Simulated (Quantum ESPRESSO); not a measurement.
CaO:

```xyz
2
Lattice="0.0000 2.4036 2.4036 2.4036 0.0000 2.4036 2.4036 2.4036 0.0000" Properties=species:S:1:pos:R:3 pbc="T T T"
Ca    0.0000    0.0000    0.0000
O     2.4036    2.4036    2.4036
```

The cell is a database's computed one.

```yaml
Program: Quantum ESPRESSO 7.5
Task: phonons
Functional: PBE
Potentials_or_basis: PseudoDojo 0.4.1 SR PBE standard
Cutoff: 1143 eV
Density_cutoff: 4572 eV
k_mesh: 4 × 4 × 4, shifted
Occupations: fermi-dirac, width 0.05 eV
Spin: no spin polarisation
Mixing_beta: 0.5
Most_SCF_iterations: 120
SCF_threshold: 4e-10 Ry
```

The cell and the atoms were relaxed first, to 14.05 Å³/atom (a = 3.413 Å, b = 3.413 Å, c = 3.413 Å, α = 60.00°, β = 60.00°, γ = 60.00°), and the response was taken there.

The first run showed a gap, so the response started from a second, tighter run with fixed occupations.

Q: How polar is the lattice: what are the Born charges, the two dielectric constants and the LO-TO splitting?

A: Born charges ±2.35 e; dielectric constants 3.76 (electrons alone) and 16.64 (static); transverse and longitudinal modes at 256 and 539 cm⁻¹.

Caveat: the k mesh is coarse (spacing up to 0.57 Å⁻¹), so the values aren't converged.
